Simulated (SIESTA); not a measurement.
Crystal: TiO.

```
Ti O
1.0
     3.03100    0.00000    0.00000
    -1.51550    2.62492    0.00000
     0.00000    0.00000    3.23770
Ti O
1 1
Direct
  0.66667 0.33333 0.00000
  0.00000 0.00000 0.50000
```

| Item | Value |
| --- | --- |
| Program | SIESTA 5.4.2 |
| Task | relaxation of cell and atoms |
| Functional | PBEsol |
| Potentials or basis | PseudoDojo 0.4 standard (PBEsol files) |
| Basis | DZP (energy shift 0.003 Ry; two zetas on semicore shells) |
| Grid cutoff | 1200 Ry |
| Energy shift | 0.003 Ry |
| k mesh | 8 × 8 × 6 |
| Occupations | fermi-dirac, width 0.05 eV |
| Spin | no spin polarisation |

At the start: pressure -40.1 GPa; volume 12.88 Å³/atom.

Question: Where does the relaxation end?

Answer: Over 19 steps the energy falls by 601.4 meV/atom and the volume is 9.48 Å³/atom (-26.4 %); space group P-6m2 (No. 187, to 0.05 Å).

The path:
```
step  energy change (eV)  largest force (eV/Å)  pressure (GPa)  volume (Å³)
   1              0.0000                0.0000          -40.11        25.76
   2             -0.1074                0.0000          -39.48        25.35
   3              0.1305                0.0000          120.24        14.66
   4              5.1071                0.0000          -31.73        45.77
   5              4.4173                0.0000          -34.22        42.61
   6              2.3551                0.0000          248.33        12.78
   7              2.1741                0.0000          -41.17        33.63
   8              1.7602                0.0000          215.39        13.17
   9             -0.8727                0.0000          -28.05        22.05
  10             -0.7026                0.0000           62.31        16.09
  11             -0.9320                0.0000           42.54        16.76
  12             -1.0082                0.0000           34.82        17.06
  13             -1.1027                0.0000           23.56        17.57
  14             -1.2010                0.0000            2.73        18.77
  15             -1.2027                0.0000            0.50        18.93
  16             -1.2028                0.0000           -0.30        18.98
  17             -1.2028                0.0000            0.12        18.95
  18             -1.2028                0.0000           -0.06        18.97
  19             -1.2028                0.0000            0.01        18.96
```

Final structure:
```yaml
crystal:
  lattice:
    - [2.79495, 0.00000, 0.00000]
    - [-1.39748, 2.42049, 0.00000]
    - [0.00000, 0.00000, 2.80297]
  atoms:
    - { symbol: Ti, position: [0.66667, 0.33333, 0.00000] }
    - { symbol: O, position: [0.00000, 0.00000, 0.50000] }
```

Caveat: the volume moved by over 15 % at a fixed basis, so the end points are rough; the volume moved by -26 % from the deposited cell, more than functionals usually miss; the basis of atomic orbitals isn't converged, which shifts pressures, moduli and gaps.
